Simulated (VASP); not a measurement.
# HfN (I4/mmm) in VASP: a series of runs

One crystal, HfN, is run at these levels: LDA; tasks: single point.

All numbers are computed with VASP 6.6.1; they aren't measurements. Logs are shortened: lines on timing, memory, paths and dates and some standing lists are left out, and cuts for length are marked.

## 1. The cell of the first run

The structure is tetragonal, space group I4/mmm (No. 139). The conventional cell has a = 3.195 Å, b = 3.195 Å, c = 4.879 Å, α = 90.00°, β = 90.00°, γ = 90.00°. Hf (site symmetry 4/mmm) has 6 N at 2.26 to 2.44 Å as nearest neighbours. N (site symmetry 4/mmm) is surrounded by 6 Hf at 2.26 to 2.44 Å.

## 2. Single point, LDA (strain +0.000 along x and y, +0.080 along z, atoms carried along)

Contents of INCAR:

```
SYSTEM = HfN
PREC = Accurate
ENCUT = 520
EDIFF = 1E-6
ISMEAR = 0
SIGMA = 0.15
LREAL = .False.
LASPH = .True.
NELM = 60
ALGO = Normal
ISIF = 2
LWAVE = .False.
LCHARG = .False.
NBANDS = 14
```

Contents of KPOINTS:

```
regular mesh
0
Gamma
  18 18 18
  0 0 0
```

Contents of POSCAR:

```
HfN
1.0
    0.0000000000      2.2590000000      2.4397200000
    2.2590000000      0.0000000000      2.4397200000
    2.2590000000      2.2590000000      0.0000000000
Hf N
1 1
Direct
    0.0000000000      0.0000000000      0.0000000000
    0.5000000000      0.5000000000      0.5000000000
```

Potentials or basis: VASP PAW LDA potentials, release 64 (Hf_pv, N).

Launch:

```sh
$ cat potpaw_LDA.64/Hf_pv/POTCAR potpaw_LDA.64/N/POTCAR > POTCAR
$ mpirun -np 1 vasp_std > vasp.out
```

OUTCAR:

```text
SYSTEM = HfN
   PREC = Accurate
   ENCUT = 520
   EDIFF = 1E-6
   ISMEAR = 0
   LREAL = .False.
   LASPH = .True.
   NELM = 60
   ISIF = 2

 ion  position               nearest neighbor table
   1  0.000  0.000  0.000-   2 2.26   2 2.26   2 2.26   2 2.26   2 2.44   2 2.44
   2  0.500  0.500  0.500-   1 2.26   1 2.26   1 2.26   1 2.26   1 2.44   1 2.44

  LATTYP: Found a body centered tetragonal cell.
 ALAT       =     3.1947084374
 C/A-ratio  =     1.5273506474

  Lattice vectors:

 A1 = (  -2.2590000000,   0.0000000000,   2.4397200000)
 A2 = (   2.2590000000,   0.0000000000,   2.4397200000)
 A3 = (   0.0000000000,   2.2590000000,  -2.4397200000)

Analysis of symmetry for initial positions (statically):
=====================================================================
 Subroutine PRICEL returns:
 Original cell was already a primitive cell.

 Routine SETGRP: Setting up the symmetry group for a
 body centered tetragonal supercell.

 Subroutine GETGRP returns: Found 16 space group operations
 (whereof 16 operations were pure point group operations)
 out of a pool of 16 trial point group operations.

The static configuration has the point symmetry D_4h.

Analysis of symmetry for dynamics (positions and initial velocities):
=====================================================================
 Subroutine PRICEL returns:
 Original cell was already a primitive cell.

 Routine SETGRP: Setting up the symmetry group for a
 body centered tetragonal supercell.

 Subroutine GETGRP returns: Found 16 space group operations
 (whereof 16 operations were pure point group operations)
 out of a pool of 16 trial point group operations.

The dynamic configuration has the point symmetry D_4h.

 Subroutine INISYM returns: Found 16 space group operations
 (whereof 16 operations are pure point group operations),
 and found     1 'primitive' translations

----------------------------------------------------------------------------------------

                                     Primitive cell

  volume of cell :      24.9002

  direct lattice vectors                    reciprocal lattice vectors
     0.000000000  2.259000000  2.439720000    -0.221336875  0.221336875  0.204941551
     2.259000000  0.000000000  2.439720000     0.221336875 -0.221336875  0.204941551
     2.259000000  2.259000000  0.000000000     0.221336875  0.221336875 -0.204941551

  length of vectors
     3.324953335  3.324953335  3.194708437     0.374140433  0.374140433  0.374140433

  position of ions in fractional coordinates (direct lattice)
     0.000000000  0.000000000  0.000000000
     0.500000000  0.500000000  0.500000000

  ion indices of the primitive-cell ions
   primitive index   ion index
                 1           1
                 2           2

----------------------------------------------------------------------------------------

 KPOINTS: regular mesh

Automatic generation of k-mesh.
 Grid dimensions read from file:
 generate k-points for:   18   18   18

 Generating k-lattice:

  Cartesian coordinates                     Fractional coordinates (reciprocal lattice)
    -0.012296493  0.012296493  0.011385642     0.055555556 -0.000000000  0.000000000
     0.012296493 -0.012296493  0.011385642    -0.000000000  0.055555556  0.000000000
     0.012296493  0.012296493 -0.011385642     0.000000000  0.000000000  0.055555556

  Length of vectors
     0.020785580  0.020785580  0.020785580

  Shift w.r.t. Gamma in fractional coordinates (k-lattice)
     0.000000000  0.000000000  0.000000000

 Subroutine IBZKPT returns following result:
 ===========================================

 Found    480 irreducible k-points:

 Following reciprocal coordinates:
            Coordinates               Weight
  0.000000  0.000000  0.000000      1.000000
  0.055556  0.000000  0.000000      8.000000
  0.111111  0.000000  0.000000      8.000000
  0.166667  0.000000  0.000000      8.000000
  0.222222  0.000000  0.000000      8.000000
  0.277778  0.000000  0.000000      8.000000
[... 16 lines left out ...]
 -0.277778  0.055556  0.000000      8.000000
 -0.222222  0.055556  0.000000      8.000000
 [... further k-points ...]
   k-points           NKPTS =    480   k-points in BZ     NKDIM =    480   number of bands    NBANDS=     14
   number of dos      NEDOS =    301   number of ions     NIONS =      2
   total plane-waves  NPLWV =  18816
   dimension x,y,z NGX =    28 NGY =   28 NGZ =   24
   dimension x,y,z NGXF=    56 NGYF=   56 NGZF=   48
   ions per type =               1   1
   NGX,Y,Z   is equivalent  to a cutoff of  14.00, 14.00, 12.49 a.u.
   NGXF,Y,Z  is equivalent  to a cutoff of  28.00, 28.00, 24.98 a.u.
 SYSTEM =  HfN
   PREC   = accura    normal or accurate (medium, high low for compatibility)
   ISTART =      0    job   : 0-new  1-cont  2-samecut
   ICHARG =      2    charge: 1-file 2-atom 10-const
   ISPIN  =      1    spin polarized calculation?
   LNONCOLLINEAR =      F non collinear calculations
   LSORBIT =      F    spin-orbit coupling
   LASPH  =      T    aspherical Exc in radial PAW
   ENCUT  =  520.0 eV  38.22 Ry    6.18 a.u.   6.18  6.18  5.94*2*pi/ulx,y,z
   NELM   =     60;   NELMIN=  2; NELMDL= -5     # of ELM steps
   EDIFF  = 0.1E-05   stopping-criterion for ELM
   LREAL  =      F    real-space projection
   EDIFFG = 0.1E-04   stopping-criterion for IOM
   NSW    =      0    number of steps for IOM
   IBRION =     -1    ionic relax: 0-MD 1-quasi-New 2-CG
   NFREE  =      0    steps in history (QN), initial steepest desc. (CG)
   ISIF   =      2    stress and relaxation
   ISYM   =      2    0-nonsym 1-usesym 2-fastsym
   POTIM  = 0.5000    time-step for ionic-motion
   TEBEG  =    0.0;   TEEND  =   0.0 temperature during run
   PSTRESS=    0.0 pullay stress
   NELECT =      15.0000    total number of electrons
   NUPDOWN=      -1.0000    fix difference up-down
   EMIN   =  10.00;   EMAX   =-10.00  energy-range for DOS
   EFERMI =   0.00;   METHOD = LEGACY
   ISMEAR =     0;   SIGMA  =   0.15  broadening in eV -4-tet -1-fermi 0-gaus
   EFERMI_NEDOS =   21; number of points for ismear=-14 and -15
   IALGO  =     38    algorithm
   IMIX   =      4    mixing-type and parameters
     AMIX     =   0.40;   BMIX     =  1.00
     AMIX_MAG =   1.60;   BMIX_MAG =  1.00
  volume/ion in A,a.u.               =      12.45        84.02
  Fermi-wavevector in a.u.,A,eV,Ry     =   1.382625  2.612783 26.009607  1.911652
  Thomas-Fermi vector in A             =   2.507299
   LORBIT       =      0    0 simple, 1 ext, 2 COOP (PROOUT), +10 PAW based schemes
   GGA     = CA    functional components
   LHFCALC =     F    Hartree Fock is set to
   AEXX    =    0.0000 exact exchange contribution
   IVDW    =     0    specifies the selected vdW correction
   LEPSILON=     F    determine dielectric tensor
   LRPA    =     F    only Hartree local field effects (RPA)
 non-spin polarized calculation
 Gauss-broadening in eV      SIGMA  =   0.15
  energy-cutoff  :      520.00
  volume of cell :       24.90
 maximum number of plane-waves:       685
 NGX is ok and might be reduce to    28
   NGX = 13   NGY = 13   NGZ = 11

 number of electron      15.0000000 magnetization

 Free energy of the ion-electron system (eV)
  ---------------------------------------------------
  ext. energy  EPLUGINS =         0.00000000
  ---------------------------------------------------
  free energy    TOTEN  =       -23.53225691 eV

  energy without entropy =      -23.52513999  energy(sigma->0) =      -23.52869845

 E-fermi :   7.5179     XC(G=0): -12.5775

 val. band max:        7.5152182615   @ k =   0.4444   0.0000   0.1667
 cond. band min:       7.5313736101   @ k =  -0.2222   0.1667   0.3889
 fundamental gap:      0.0161553486
 Fermi energy:         7.5179153792

 k-point     1 :       0.0000    0.0000    0.0000
  band No.  band energies     occupation
      1     -23.7755      2.00000
      2     -23.6652      2.00000
      3     -23.6652      2.00000
      4      -9.2934      2.00000
      5       4.4816      2.00000
      6       4.7400      2.00000
      7       4.7400      2.00000
      8       6.6506      2.00000
      9       7.4572      1.43298
     10       7.4572      1.43297
     11       7.5374      0.85426
     12       9.7576      0.00000
     13      10.0705      0.00000
     14      17.0422      0.00000

 k-point     2 :       0.0556    0.0000    0.0000
  band No.  band energies     occupation
      1     -23.7844      2.00000
      2     -23.6842      2.00000
      3     -23.6661      2.00000
      4      -9.2302      2.00000
      5       4.2264      2.00000
      6       4.4805      2.00000
      7       4.5666      2.00000
      8       6.7948      2.00000
      9       7.4989      1.14193
     10       7.5382      0.84820
     11       7.8090      0.00606
     12       9.9931      0.00000
     13      10.2779      0.00000
     14      17.2625      0.00000

 k-point     3 :       0.1111    0.0000    0.0000
  band No.  band energies     occupation
      1     -23.8212      2.00000
      2     -23.7267      2.00000
      3     -23.6684      2.00000
      4      -9.0462      2.00000
      5       3.5483      2.00000
      6       3.9822      2.00000
      7       4.1389      2.00000
      8       7.1154      1.99985
      9       7.6047      0.41303
     10       7.7622      0.02128
     11       8.4676      0.00000
     12      10.6200      0.00000
     13      10.8316      0.00000
     14      17.8818      0.00000

 k-point     4 :       0.1667    0.0000    0.0000
  band No.  band energies     occupation
      1     -23.9058      2.00000
      2     -23.7613      2.00000
      3     -23.6720      2.00000
      4      -8.7581      2.00000
      5       2.6913      2.00000
      6       3.4467      2.00000
      7       3.6108      2.00000
      8       7.4776      1.29624
      9       7.8583      0.00133
     10       8.1045      0.00000
     11       9.2794      0.00000
     12      11.4896      0.00000
     13      11.5875      0.00000
     14      18.5397      0.00000

 k-point     5 :       0.2222    0.0000    0.0000
  band No.  band energies     occupation
      1     -24.0238      2.00000
      2     -23.7863      2.00000
      3     -23.6764      2.00000
      4      -8.3917      2.00000
      5       1.8084      2.00000
      6       2.9374      2.00000
      7       3.0840      2.00000
      8       7.8134      0.00534
      9       8.3469      0.00000
     10       8.5472      0.00000
     11      10.1343      0.00000
[... 276 lines left out ...]
 k-point    22 :      -0.3333    0.0556    0.0000
  band No.  band energies     occupation
      1     -24.3093      2.00000
      2     -23.8558      2.00000
      3     -23.6793      2.00000
      4      -7.3653      2.00000
      5      -0.0313      2.00000
      6       1.9959      2.00000
      7       2.0674      2.00000
      8       8.8376      0.00000
      9       9.6261      0.00000
     10      10.4781      0.00000
     11      11.2741      0.00000
     12      14.0103      0.00000
     13      15.3022      0.00000
     14      18.5135      0.00000

 k-point    23 :      -0.2778    0.0556    0.0000
  band No.  band energies     occupation
      1     -24.2029      2.00000
      2     -23.8409      2.00000
      3     -23.6729      2.00000
      4      -7.7510      2.00000
      5       0.6311      2.00000
      6       2.2961      2.00000
      7       2.4063      2.00000
      8       8.3154      0.00000
      9       9.0749      0.00000
     10       9.7791      0.00000
     11      10.5411      0.00000
     12      13.6877      0.00000
     13      14.4183      0.00000
     14      18.5317      0.00000

 k-point    24 :      -0.2222    0.0556    0.0000
  band No.  band energies     occupation
      1     -24.0788      2.00000
      2     -23.8233      2.00000
      3     -23.6676      2.00000
      4      -8.1597      2.00000
      5       1.4111      2.00000
      6       2.6941      2.00000
      7       2.8302      2.00000
      8       7.9333      0.00009
      9       8.5570      0.00000
     10       9.0450      0.00000
     11       9.7090      0.00000
     12      13.0810      0.00000
     13      13.4262      0.00000
     14      18.5377      0.00000

 [... further k-points ...]

------------------------ aborting loop because EDIFF is reached ----------------------------------------

  FORCE on cell =-STRESS in cart. coord.  units (eV):
  Direction    XX          YY          ZZ          XY          YZ          ZX
  --------------------------------------------------------------------------------------
  -------------------------------------------------------------------------------------
  Total       -2.7262190     -2.7262190     -5.9790949      0.0000000      0.0000000     -0.0000000
  in kB     -175.4158686   -175.4158686   -384.7189531      0.0000000      0.0000000     -0.0000000
  external PRESSURE =    -245.1835634 kB  Pullay stress =       0.0000000 kB

 VOLUME and BASIS-vectors are now :
 -----------------------------------------------------------------------------
  energy-cutoff  :      520.00
  volume of cell :       24.90
      direct lattice vectors                 reciprocal lattice vectors
     0.000000000  2.259000000  2.439720000    -0.221336875  0.221336875  0.204941551
     2.259000000  0.000000000  2.439720000     0.221336875 -0.221336875  0.204941551
     2.259000000  2.259000000  0.000000000     0.221336875  0.221336875 -0.204941551

 POSITION                                       TOTAL-FORCE (eV/Angst)
 -----------------------------------------------------------------------------------
      0.00000      0.00000      0.00000         0.000000     -0.000000     -0.000000
      2.25900      2.25900      2.43972        -0.000000      0.000000      0.000000
 -----------------------------------------------------------------------------------
    total drift:                                0.000000      0.000000      0.000000

  FREE ENERGIE OF THE ION-ELECTRON SYSTEM (eV)
  ---------------------------------------------------
  free  energy   TOTEN  =       -23.5322569054 eV

  energy  without entropy=      -23.5251399896  energy(sigma->0) =      -23.52869845
```

Wall time 73 s (1 thread of Intel Xeon 6975P-C (Granite Rapids), shared host); peak memory 0.28 GiB.

What came out:

```yaml
Free_energy: -23.5323 eV
Pressure: -24.5 GPa
Band_gap_on_the_k_mesh: none (metal or under the smearing width)
```

Stress tensor (GPa, compression positive):
```
-17.54   0.00   0.00
  0.00 -17.54   0.00
  0.00   0.00 -38.47
```

Caveat: so large a pressure means that the cell lies far from this level's equilibrium, or that cutoff or potentials fall short. Spin-orbit coupling is left out, which matters for the levels of Hf.

[end of part 1 of 2]
